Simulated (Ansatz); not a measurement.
# V: response to strain

V is deformed so: equal xx and yy strain of +3 %. What stress and forces result, by LAPW, PAW and all-electron datasets made for the crystal?

Method: DFT PBE, scalar-relativistic, in Ansatz 0.2.0.

## (1) The structure to begin with

It takes space group Im-3m (No. 229, cubic). Conventional cell: a = 3.026 Å, b = 3.026 Å, c = 3.026 Å, α = 90.00°, β = 90.00°, γ = 90.00°. Around V (site symmetry m-3m) lie 8 V at 2.62 Å.

Coordinates:

```cif
data_structure
_symmetry_space_group_name_H-M 'P 1'
_symmetry_Int_Tables_number 1
_cell_length_a 2.6206
_cell_length_b 2.6206
_cell_length_c 2.6206
_cell_angle_alpha 109.471
_cell_angle_beta 109.471
_cell_angle_gamma 109.471
_cell_volume 13.85
loop_
_atom_site_label
_atom_site_type_symbol
_atom_site_fract_x
_atom_site_fract_y
_atom_site_fract_z
_atom_site_occupancy
V1 V 0.00000 0.00000 0.00000 1
```

## (2) The deformed structure

Space group Im-3m before, I4/mmm after.

## (3) Full-potential LAPW

File input.yaml:

```yaml
crystal:
  lattice:
    - [-1.55839, 1.55839, 1.513]
    - [1.55839, -1.55839, 1.513]
    - [1.55839, 1.55839, -1.513]
  atoms:
    - { symbol: V, position: [0.0, 0.0, 0.0], spin: 1.5 }
magnetization:
  spin_polarized: true
kpoints:
  mp_grid: { grid: [19, 19, 19] }
  band_path:
    path:
      - [0.0, 0.0, 0.0]
      - [0.0, 0.0, 0.5]
      - [-0.5, 0.5, 0.5]
      - [0.0, 0.0, 0.0]
      - [0.4856489773, 0.4856489773, -0.4856489773]
      - [-0.4856489773, 0.5143510227, 0.4856489773]
      - [-0.5, 0.5, 0.5]
      - [0.0, 0.0, 0.5]
      - [0.25, 0.25, 0.25]
    npoints: 5
scf:
  occupations: { method: fermi_dirac, width: 0.03 }
hamiltonian:
  xc: pbe
  pseudopotentials: { kind: all_electron, lapw: { basis_error: 0.001 } }
output:
  forces: true
  stress: true
  eigenvalues: true
```

The run is started by

```sh
> ansatz run input.yaml --threads 1 --pin off --max-ram 3072MiB --backend cpu --events-out ev --progress --plain --runs-dir out
```

## (4) Frozen-core PAW

File input.yaml:

```yaml
crystal:
  lattice:
    - [-1.55839, 1.55839, 1.513]
    - [1.55839, -1.55839, 1.513]
    - [1.55839, 1.55839, -1.513]
  atoms:
    - { symbol: V, position: [0.0, 0.0, 0.0], spin: 1.5 }
magnetization:
  spin_polarized: true
kpoints:
  mp_grid: { grid: [19, 19, 19] }
scf:
  occupations: { method: fermi_dirac, width: 0.03 }
hamiltonian:
  xc: pbe
  pseudopotentials: { kind: paw }
output:
  forces: true
  stress: true
  eigenvalues: true
  efg: { contact_densities: true }
```

## (5) All-electron PAW on datasets made for the crystal

input.yaml: that of step 4 with these lines changed.

```diff
@@ -15,3 +15,3 @@
   xc: pbe
-  pseudopotentials: { kind: paw }
+  pseudopotentials: { kind: all_electron, datasets: crystal }
 output:
```

(Steps that only read results are left out.)

**Question.** What will these runs give? Wanted: pressure; largest shear or deviatoric stress.

The runs gave:

```
                                 quantity                                                 value
                                 pressure  LAPW -13.58, PAW -13.54, crystal datasets -13.57 GPa
largest shear or deviatoric stress (LAPW)                                              1.73 GPa
```

**Reading.** The largest part of the stress beyond the pressure is 1.73 GPa in size, in the zz component. No run of the undeformed cell stands beside it, so the pressure holds what the given cell had before the change. PAW: stress within 0.04 GPa of LAPW. Crystal datasets: stress within 0.01 GPa of LAPW.
